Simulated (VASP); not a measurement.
**VASP 6.6.1, r²SCAN single-point calculation, GaP (strained zincblende)**

INCAR

```
SIGMA = 0.01
ALGO = Normal
LELF = .TRUE.
PREC = Accurate
METAGGA = R2SCAN
ENCUT = 520
NSW = 0
ISMEAR = 0
NELM = 120
ISIF = 2
EDIFF = 1E-7
IBRION = -1
LWAVE = .FALSE.
LASPH = .TRUE.
LCHARG = .TRUE.
LREAL = .FALSE.
NBANDS = 16
```

KPOINTS

```
KPOINTS created by Atomic Simulation Environment
0
Gamma
8 8 8
0 0 0
```

KPOINTS_OPT

```
special points
7
Reciprocal
0.0000000000 0.0000000000 0.0000000000 1
-0.5000000000 -0.5000000000 0.0000000000 1
-0.3750000000 -0.3750000000 0.2500000000 1
-0.3750000000 0.0000000000 0.3750000000 1
0.0000000000 0.0000000000 0.5000000000 1
-0.5000000000 -0.2500000000 0.2500000000 1
0.0000000000 0.4296880000 0.4296880000 1
```

POSCAR

```
Ga P
 1.0000000000000000
     0.0000000000000000    2.6845183053000001    2.6845183053000001
     2.6845183053000001    0.0000000000000000    2.6845183053000001
     2.6845183053000001    2.6845183053000001    0.0000000000000000
 Ga  P
   1   1
Cartesian
  0.0000000000000000  0.0000000000000000  0.0000000000000000
  1.3422591526500001  1.3422591526500001  1.3422591526500001
```

VASP ran with the recommended PBE PAW datasets (18 valence electrons in the cell).

Command

```
mpirun -np 1 vasp_std
```

OSZICAR

```
N       E                     dE             d eps       ncg     rms          rms(c)
DAV:   1     0.691087824067E+02    0.69109E+02   -0.93339E+03   968   0.168E+03
DAV:   2    -0.170720093577E+02   -0.86181E+02   -0.81632E+02  1040   0.330E+02
DAV:   3    -0.236034976850E+02   -0.65315E+01   -0.65095E+01  1192   0.678E+01
DAV:   4    -0.237072604756E+02   -0.10376E+00   -0.10371E+00  1112   0.914E+00
DAV:   5    -0.237090846869E+02   -0.18242E-02   -0.18241E-02  1208   0.110E+00    0.508E+00
DAV:   6    -0.214468858059E+02    0.22622E+01   -0.59271E-01  1160   0.151E+01    0.330E+00
DAV:   7    -0.214351115660E+02    0.11774E-01   -0.21844E-01  1144   0.388E+00    0.176E+00
DAV:   8    -0.214392687139E+02   -0.41571E-02   -0.10131E-02  1144   0.815E-01    0.740E-01
DAV:   9    -0.214393991517E+02   -0.13044E-03   -0.20979E-03  1136   0.463E-01    0.707E-02
DAV:  10    -0.214393907535E+02    0.83981E-05   -0.14869E-04  1088   0.868E-02    0.340E-02
DAV:  11    -0.214393894412E+02    0.13123E-05   -0.17210E-05  1232   0.349E-02    0.685E-03
DAV:  12    -0.214393873337E+02    0.21075E-05   -0.17755E-06  1112   0.106E-02    0.246E-03
DAV:  13    -0.214393883400E+02   -0.10063E-05   -0.26211E-07  1136   0.763E-03    0.165E-03
DAV:  14    -0.214393887533E+02   -0.41328E-06   -0.18711E-08   600   0.133E-03    0.119E-03
DAV:  15    -0.214393887465E+02    0.68153E-08   -0.11460E-08   592   0.247E-03
   1 F= -.21439389E+02 E0= -.21439389E+02  d E =-.152324E-50
       N       E                     dE             ncg
DAV:   1     0.131193603213E+04   -0.42681E+04      232
DAV:   2     0.682380412972E+03   -0.62956E+03      264
DAV:   3     0.634761632365E+03   -0.47619E+02      280
DAV:   4     0.633980169693E+03   -0.78146E+00      288
DAV:   5     0.633967921490E+03   -0.12248E-01      296
DAV:   6     0.633967361219E+03   -0.56027E-03      320
DAV:   7     0.633967356462E+03   -0.47575E-05      312
DAV:   8     0.633967356333E+03   -0.12844E-06      224
DAV:   9     0.633967356325E+03   -0.80020E-08      248
```

From OUTCAR

```
k-points           NKPTS =     29   k-points in BZ     NKDIM =     29   number of bands    NBANDS=     16

   NELECT =      18.0000    total number of electrons

   dimension x,y,z NGX =    28 NGY =   28 NGZ =   28
   dimension x,y,z NGXF=    56 NGYF=   56 NGZF=   56

  energy-cutoff  :      520.00
  volume of cell :       38.69
      direct lattice vectors                 reciprocal lattice vectors
     0.000000000  2.684518305  2.684518305    -0.186253154  0.186253154  0.186253154
     2.684518305  0.000000000  2.684518305     0.186253154 -0.186253154  0.186253154
     2.684518305  2.684518305  0.000000000     0.186253154  0.186253154 -0.186253154

 k-points in reciprocal lattice and weights: KPOINTS created by Atomic Simulation Env
   0.00000000  0.00000000  0.00000000       0.002
   0.12500000  0.00000000  0.00000000       0.016
   0.25000000  0.00000000  0.00000000       0.016
   0.37500000  0.00000000  0.00000000       0.016
   0.50000000  0.00000000  0.00000000       0.008
   0.12500000  0.12500000  0.00000000       0.012
   0.25000000  0.12500000  0.00000000       0.047
   0.37500000  0.12500000  0.00000000       0.047
   ...

 E-fermi :   5.0422

 k-point     1 :       0.0000    0.0000    0.0000
  band No.  band energies     occupation
      1     -10.1342      2.00000
      2     -10.1342      2.00000
      3     -10.1342      2.00000
      4     -10.0045      2.00000
      5     -10.0045      2.00000
      6      -8.4443      2.00000
      7       4.9389      2.00000
      8       4.9389      2.00000
      9       4.9389      2.00000
     10       7.6843      0.00000
     11       9.1117      0.00000
     12       9.1118      0.00000
     13       9.1118      0.00000
     14      14.6298      0.00000
     15      15.2687      0.00000
     16      15.2687      0.00000

 k-point     2 :       0.1250    0.0000    0.0000
  band No.  band energies     occupation
      1     -10.1549      2.00000
      2     -10.1283      2.00000
      3     -10.1283      2.00000
      4     -10.0046      2.00000
      5     -10.0046      2.00000
      6      -8.2166      2.00000
      7       3.2939      2.00000
      8       4.6827      2.00000
      9       4.6827      2.00000
     10       8.0740      0.00000
     11       9.4998      0.00000
     12       9.4999      0.00000
     13       9.9385      0.00000
     14      14.6181      0.00000
     15      14.6181      0.00000
     16      15.5595      0.00000

 k-point     3 :       0.2500    0.0000    0.0000
  band No.  band energies     occupation
      1     -10.1971      2.00000
      2     -10.1157      2.00000
      3     -10.1157      2.00000
      4     -10.0030      2.00000
      5     -10.0030      2.00000
      6      -7.5761      2.00000
      7       0.8593      2.00000
      8       4.2026      2.00000
      9       4.2026      2.00000
     10       7.6442      0.00000
     11      10.0456      0.00000
     12      10.0456      0.00000
     13      12.0841      0.00000
     14      14.4481      0.00000
     15      14.4482      0.00000
     16      15.6476      0.00000

 k-point     4 :       0.3750    0.0000    0.0000
  band No.  band energies     occupation
      1     -10.2325      2.00000
      2     -10.1059      2.00000
      3     -10.1058      2.00000
      4      -9.9986      2.00000
      5      -9.9986      2.00000
      6      -6.6809      2.00000
      7      -1.2192      2.00000
      8       3.8322      2.00000
      9       3.8323      2.00000
     10       7.2614      0.00000
     11      10.0657      0.00000
     12      10.0657      0.00000
     13      13.7098      0.00000
     14      15.7160      0.00000
     15      15.7852      0.00000
     16      15.7852      0.00000

 k-point     5 :       0.5000    0.0000    0.0000
  band No.  band energies     occupation
      1     -10.2459      2.00000
      2     -10.1027      2.00000
      3     -10.1027      2.00000
      4      -9.9958      2.00000
      5      -9.9958      2.00000
      6      -6.1229      2.00000
      7      -2.1841      2.00000
      8       3.6991      2.00000
      9       3.6991      2.00000
     10       7.1260      0.00000
     11       9.9768      0.00000
     12       9.9769      0.00000
     13      13.8665      0.00000
     14      16.9429      0.00000
     15      17.4142      0.00000
     16      17.4142      0.00000

 k-point     6 :       0.1250    0.1250    0.0000
  band No.  band energies     occupation
      1     -10.1663      2.00000
      2     -10.1228      2.00000
      3     -10.1228      2.00000
      4     -10.0097      2.00000
      5     -10.0005      2.00000
      6      -8.1416      2.00000
      7       3.4479      2.00000
      8       4.2170      2.00000
      9       4.2170      2.00000
     10       8.3257      0.00000
     11       9.1169      0.00000
     12      10.1650      0.00000
     13      10.1651      0.00000
     14      13.5341      0.00000
     15      15.5315      0.00000
     16      15.9585      0.00000

 k-point     7 :       0.2500    0.1250    0.0000
  band No.  band energies     occupation
      1     -10.1991      2.00000
      2     -10.1122      2.00000
      3     -10.1096      2.00000
      4     -10.0137      2.00000
      5      -9.9968      2.00000
      6      -7.6390      2.00000
      7       1.5435      2.00000
      8       3.6786      2.00000
      9       3.7540      2.00000
     10       8.2678      0.00000
     11       9.4289      0.00000
     12      10.9688      0.00000
     13      11.1141      0.00000
     14      13.6308      0.00000
     15      15.5506      0.00000
     16      17.0006      0.00000

 k-point     8 :       0.3750    0.1250    0.0000
  band No.  band energies     occupation
      1     -10.2305      2.00000
      2     -10.1035      2.00000
      3     -10.0985      2.00000
      4     -10.0116      2.00000
      5      -9.9936      2.00000
      6      -6.8108      2.00000
      7      -0.5603      2.00000
      8       3.1406      2.00000
      9       3.3594      2.00000
     10       8.1321      0.00000
     11       9.7819      0.00000
     12      11.0569      0.00000
     13      11.8977      0.00000
     14      15.4464      0.00000
     15      16.5312      0.00000
     16      16.6524      0.00000

 k-point     9 :       0.5000    0.1250    0.0000
  band No.  band energies     occupation
      1     -10.2471      2.00000
      2     -10.0995      2.00000
      3     -10.0946      2.00000
      4     -10.0043      2.00000
      5      -9.9941      2.00000
      6      -6.0389      2.00000
      7      -1.9576      2.00000
      8       2.6678      2.00000
      9       3.3532      2.00000
     10       8.0074      0.00000
     11       9.7759      0.00000
     12      10.7238      0.00000
     13      13.6653      0.00000
     14      15.8181      0.00000
     15      17.4200      0.00000
     16      17.9651      0.00000

 k-point    10 :      -0.3750    0.1250    0.0000
  band No.  band energies     occupation
      1     -10.2422      2.00000
      2     -10.1000      2.00000
      3     -10.0977      2.00000
      4     -10.0007      2.00000
      5      -9.9991      2.00000
      6      -6.2410      2.00000
      7      -1.6229      2.00000
      8       2.4918      2.00000
      9       3.6513      2.00000
     10       8.1079      0.00000
     11       9.9650      0.00000
     12      10.4773      0.00000
     13      13.7568      0.00000
     14      15.2966      0.00000
     15      16.2103      0.00000
     16      18.1378      0.00000

 k-point    11 :      -0.2500    0.1250    0.0000
  band No.  band energies     occupation
      1     -10.2174      2.00000
      2     -10.1081      2.00000
      3     -10.1054      2.00000
      4     -10.0074      2.00000
      5      -9.9991      2.00000
      6      -7.1133      2.00000
      7       0.1055      2.00000
      8       2.6954      2.00000
      9       4.1592      2.00000
     10       8.4110      0.00000
     11      10.2283      0.00000
     12      10.2597      0.00000
     13      12.0344      0.00000
     14      13.6803      0.00000
     15      16.3779      0.00000
     16      17.0302      0.00000

 k-point    12 :      -0.1250    0.1250    0.0000
  band No.  band energies     occupation
      1     -10.1822      2.00000
      2     -10.1216      2.00000
      3     -10.1163      2.00000
      4     -10.0081      2.00000
      5     -10.0013      2.00000
      6      -7.8516      2.00000
      7       2.0943      2.00000
      8       3.4536      2.00000
      9       4.6402      2.00000
     10       8.6028      0.00000
     11       9.6639      0.00000
     12       9.6641      0.00000
     13      11.1203      0.00000
     14      13.5952      0.00000
     15      15.0201      0.00000
     16      16.7589      0.00000

 ...

  Total        1.0609095      1.0609095      1.0609095      0.0000000      0.0000000      0.0000000
  in kB       43.9298597     43.9298597     43.9298597      0.0000000      0.0000000      0.0000000
  external PRESSURE =      43.9298597 kB  Pullay stress =       0.0000000 kB

 POSITION                                       TOTAL-FORCE (eV/Angst)
 -----------------------------------------------------------------------------------
      0.00000      0.00000      0.00000        -0.000000     -0.000000     -0.000000
      1.34226      1.34226      1.34226         0.000000      0.000000      0.000000
 -----------------------------------------------------------------------------------
    total drift:                                0.000004      0.000004      0.000005

  FREE ENERGIE OF THE ION-ELECTRON SYSTEM (eV)
  ---------------------------------------------------
  free  energy   TOTEN  =       -21.4393887465 eV

  energy  without entropy=      -21.4393887465  energy(sigma->0) =      -21.43938875
```

| Property | Result |
| --- | --- |
| gap between bands v and c | 1.77 eV |
| least direct gap | 2.75 eV |
| pressure | 4.4 GPa |

Band v is the last that the valence electrons fill when counted band by band, and c is the next.

The run took about 67 s on one core of a shared host (Intel Xeon Platinum 8488C) and held 0.18 GiB at most.
